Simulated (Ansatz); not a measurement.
Take BeO in the wurtzite structure (space group P6_3mc, No. 186; a = 2.712 Å, c = 4.405 Å) as the base. Axes: x lies along a and z along c of the hexagonal cell.

Method: Ansatz (an electronic-structure program) PBE, no SOC.

One thing is altered: the cell is compressed by 3.33 % along y with no lateral relaxation, atoms relaxed at fixed cell.

### Question
Predict the stress tensor and what it implies for the stiffness.

### Answer
Stress of the strained cell less that of the base (GPa, compression positive):
```
   4.61    0.00    0.00
   0.00   15.26    0.00
   0.00    0.00    2.84
```

Then −Δσ_ii/ε with ε = -0.0333 gives secant stiffness values (nonlinear terms included at this strain): C22 ≈ 458 GPa, C12 ≈ 138 GPa and C23 ≈ 85 GPa.

As a check, the harmonic strain energy −½ V₀ Δσ:ε is 11 meV/atom; the computed energy rise is 11 meV/atom.

No phonon test of stability was made.
